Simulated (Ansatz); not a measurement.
## FeO (Wuestite) under changes of volume

One of the cells (10.013 Å³/atom); the others are scaled copies at fixed shape and fractional positions:

```
CELL_PARAMETERS angstrom
0.00000 2.15540 2.15540
2.15540 0.00000 2.15540
2.15540 2.15540 0.00000
ATOMIC_POSITIONS crystal
Fe 0.00000 0.00000 0.00000
O 0.50000 0.50000 0.50000
```

* Program: Ansatz 0.2.0
* Functional: PBEsol
* Potentials or basis: all-electron LAPW, scalar-relativistic
* Cutoff: 349 eV (chosen from the basis error)
* Basis error allowed: 0.001 eV/atom
* k mesh: 11 × 11 × 11
* Occupations: fermi-dirac, width 0.05 eV
* Spin: collinear spin, ferromagnetic start
* Starting moments: [3.0, 0.0] μB

```tsv
volume (Å³/atom)	energy over the lowest point (meV/atom)	pressure (GPa)
9.413	1.48	3.5
9.613	0.00	-1.0
9.813	3.87	-5.0
10.013	?	?
10.214	25.33	-11.8
10.414	41.96	-14.6
10.614	61.96	-17.2
```

Q: What does the run at 10.013 Å³/atom give?

A: Energy over the lowest point 12.49 meV/atom; pressure -8.6 GPa.

Worked out: A Birch-Murnaghan fit of order 3 (a polynomial in V^(-2/3)) to the other rows has its minimum at 9.56 Å³/atom with B0 = V·E''(V) = 209 GPa and B' = 4.4. It gives 12.44 meV/atom at 10.013 Å³/atom, against the run's 12.49, and -dE/dV = -8.6 GPa, against -8.6.

Energies are extrapolated to zero smearing.

Caveats: a cell with one magnetic atom can't hold antiferromagnetic order, which such compounds often take.
